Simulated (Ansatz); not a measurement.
# CoPtO2 at several levels of theory

One geometry, relaxed with PBE, and single points on it; plane waves with PAW potentials in Ansatz, scalar-relativistic unless the row names spin-orbit coupling. No spin polarisation. Meshes are on the primitive cell of 4 atoms. Gaps are the least over mesh and band path; pressure is positive in compression. Smearing is Gaussian, 0.10 eV.

```yaml
crystal:
  lattice:
    - [1.42739, 0.82411, 5.96108]
    - [-1.42739, 0.82411, 5.96108]
    - [0.00000, -1.64821, 5.96108]
  atoms:
    - { symbol: Co, position: [0.50000, 0.50000, 0.50000] }
    - { symbol: Pt, position: [0.00000, 0.00000, 0.00000] }
    - { symbol: O, position: [0.88765, 0.88765, 0.88765] }
    - { symbol: O, position: [0.11235, 0.11235, 0.11235] }
```

```json
{"level": "PBE", "cutoff (eV)": "420", "k mesh": "18×18×18", "gap (eV)": "0", "pressure (GPa)": "0.0", "rough cost with bands (core-min)": "2.7"}
```

**Question.** What does LDA give on the same cell?

**Answer.**
```
level cutoff (eV) k mesh gap (eV) pressure (GPa) rough cost with bands (core-min)
  LDA          420  18×18×18         0           -17.4                               2.9
```

Spin-orbit coupling is left out except in a row that names it, which matters for the bands of heavy elements.